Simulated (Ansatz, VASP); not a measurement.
# AlNi3: VASP beside Ansatz

File INCAR:

```
SYSTEM = AlNi3
PREC = Accurate ; ENCUT = 520
EDIFF = 1E-6 ; ISMEAR = 0
SIGMA = 0.1 ; LREAL = .FALSE.
LASPH = .TRUE. ; NELM = 80
ALGO = Normal ; ISIF = 2
LWAVE = .FALSE. ; LCHARG = .TRUE.
GGA = PE ; LELF = .TRUE.
LVHAR = .TRUE. ; NBANDS = 24
```

KPOINTS

```
Automatic mesh
0
G
  14 14 14
  0 0 0
```

File POSCAR:

```
AlNi3
1.0
    0.0000000000      2.8075216847      2.8075216847
    2.8075216847      0.0000000000      2.8075216847
    2.8075216847      2.8075216847      0.0000000000
Al Ni
1 3
Direct
    0.5000000000      0.5000000000      0.5000000000
    0.2500000000      0.2500000000      0.2500000000
    0.0000000000      0.0000000000      0.0000000000
    0.7500000000      0.7500000000      0.7500000000
```

Input for Ansatz:

```yaml
crystal:
  lattice:
    - [0.0, 2.8075216847, 2.8075216847]
    - [2.8075216847, 0.0, 2.8075216847]
    - [2.8075216847, 2.8075216847, 0.0]
  atoms:
    - { symbol: Al, position: [0.5, 0.5, 0.5] }
    - { symbol: Ni, position: [0.25, 0.25, 0.25] }
    - { symbol: Ni, position: [0.0, 0.0, 0.0] }
    - { symbol: Ni, position: [0.75, 0.75, 0.75] }
basis:
  ecutwfc: 420
kpoints:
  mp_grid: { grid: [14, 14, 14] }
hamiltonian:
  xc: pbe
scf:
  occupations: { method: gaussian, width: 0.1 }
output:
  forces: true
  stress: true
  eigenvalues: true
  write_density: true
  write_potential: true
  elf: true
  volumetric_format: npy
```

Alike in both runs: task single point; functional PBE; k mesh 14 × 14 × 14; occupations gaussian, width 0.1 eV; no spin polarisation.

|  | VASP | Ansatz |
| --- | --- | --- |
| version | VASP 6.6.1 | Ansatz 0.2.0 |
| potentials or method | VASP PAW PBE potentials, release 64 (Al, Ni) | scalar-relativistic, plane waves, PAW |
| plane-wave cutoff (eV) | 520 | 420 |
| valence electrons in the cell | 33 | 57 |

|  | VASP | Ansatz | Ansatz less VASP |
| --- | --- | --- | --- |
| gap on the k mesh at the Fermi level (eV) | none | none | - |
| pressure (GPa) | 5.8 | 5.9 | +0.07 |

A gap of «none» marks a metal or a gap that the smearing closes. The two sets of potentials don't hold the same shells in valence.

Spin polarisation is off, so any magnetic state and its effect on volume and gap are missing.
